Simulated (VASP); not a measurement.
# VASP inputs for BaTe (strained measured structure)

INCAR

```
METAGGA = R2SCAN
ISIF = 2
ALGO = Normal
NSW = 0
IBRION = -1
PREC = Accurate
EDIFF = 1E-7
LREAL = .FALSE.
NELM = 120
LWAVE = .FALSE.
ISMEAR = 0
NBANDS = 15
ENCUT = 520
SIGMA = 0.01
LCHARG = .FALSE.
LASPH = .TRUE.
```

KPOINTS

```
KPOINTS created by Atomic Simulation Environment
0
Gamma
6 6 6
0 0 0
```

KPOINTS_OPT

```
special points
7
Reciprocal
0.0000000000 0.0000000000 0.0000000000 1
0.5000000000 0.0000000000 0.5000000000 1
0.6250000000 0.2500000000 0.6250000000 1
0.3750000000 0.3750000000 0.7500000000 1
0.5000000000 0.5000000000 0.5000000000 1
0.5000000000 0.2500000000 0.7500000000 1
0.5000000000 0.5000000000 0.0000000000 1
```

POSCAR

```
Ba Te
 1.0000000000000000
     0.0510428811000000    3.5323793129999999    3.5323793129999999
     3.5323793129999999    0.0510428811000000    3.5323793129999999
     3.5834221941000002    3.5834221941000002    0.0000000000000000
 Ba  Te
   1   1
Cartesian
  0.0000000000000000  0.0000000000000000  0.0000000000000000
  3.5834221940999997  3.5834221940999997  3.5323793129999994
```

VASP ran with the recommended PBE PAW datasets (16 valence electrons in the cell).

Q: Estimate the main results of this run.

A: gap between bands v and c 1.88 eV; least direct gap 2.25 eV; pressure 0.3 GPa.

Band v is the last that the valence electrons fill when counted band by band, and c is the next. Levels in eV from the top of v:

```
point    v−1      v     c   c+1
    Γ  -0.05   0.00  3.21  3.25
    X  -0.44  -0.44  1.88  4.84
    K  -1.11  -0.72  2.89  5.44
    L  -1.12  -1.03  4.57  5.03
    W  -0.98  -0.98  3.87  3.87
```
